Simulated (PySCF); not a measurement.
# Spin–spin coupling constants

Molfile (atoms numbered from 1):
```
C2H6O2
     RDKit          3D

 10  9  0  0  0  0  0  0  0  0999 V2000
    1.3129   -0.6853    0.1543 O   0  0  0  0  0  0  0  0  0  0  0  0
    0.5513    0.4855   -0.0725 C   0  0  0  0  0  0  0  0  0  0  0  0
   -0.8899    0.0493   -0.3421 C   0  0  0  0  0  0  0  0  0  0  0  0
   -1.4519   -0.5993    0.7664 O   0  0  0  0  0  0  0  0  0  0  0  0
    2.2249   -0.4402    0.3360 H   0  0  0  0  0  0  0  0  0  0  0  0
    0.5768    1.1363    0.8119 H   0  0  0  0  0  0  0  0  0  0  0  0
    0.9335    1.0406   -0.9392 H   0  0  0  0  0  0  0  0  0  0  0  0
   -1.5119    0.9240   -0.5424 H   0  0  0  0  0  0  0  0  0  0  0  0
   -0.9000   -0.6099   -1.2218 H   0  0  0  0  0  0  0  0  0  0  0  0
   -0.8368   -1.2965    1.0268 H   0  0  0  0  0  0  0  0  0  0  0  0
  1  2  1  0
  2  3  1  0
  3  4  1  0
  1  5  1  0
  2  6  1  0
  2  7  1  0
  3  8  1  0
  3  9  1  0
  4 10  1  0
M  END
```

Couplings: B3LYP/pcJ-1 (without the spin–dipole term) in PySCF 2.14.0 with density-fitted response routines, geometry GFN2-xTB; gas phase, one conformer, non-relativistic. Couplings are averaged over pairs made equivalent by symmetry, fast rotation or ring inversion, so a value needn't be that of the named pair in this geometry, while other rotamers aren't included; one pair stands for each set, and the list holds those of at least 0.8 Hz over up to four bonds, among pairs with at least one C or H atom (others weren't computed).

Isotopes: ¹³C, ¹H, ¹⁷O. Couplings to quadrupolar nuclei such as 17O and 33S are rarely resolved in practice.

```tsv
pair	bonds	J (Hz)
O1, C2	1	20.0
O1, H5	1	-74.3
C2, C3	1	?
C2, H6	1	145.8
O1, C3	2	?
O1, H6	2	-5.7
C2, H5	2	-2.6
C2, H8	2	?
H6, H7	2	-9.8
O1, H8	3	-4.3
C2, H10	3	6.1
H5, H6	3	4.7
H6, H8	3	2.2
H6, H9	3	?
```

Q: Estimate the withheld couplings, with signs.

A: 
- ¹J(C2,C3) = 39.4 Hz (bond length 1.530 Å)
- ²J(O1,C3) = -4.6 Hz (mean over equivalent pairs that range from -8.2 to -1.1 Hz in this conformer)
- ²J(C2,H8) = -0.9 Hz (mean over equivalent pairs that range from -4.4 to 2.5 Hz in this conformer)
- ³J(H6,H9) = 6.3 Hz (mean over equivalent pairs that range from 1.5 to 11.1 Hz in this conformer)
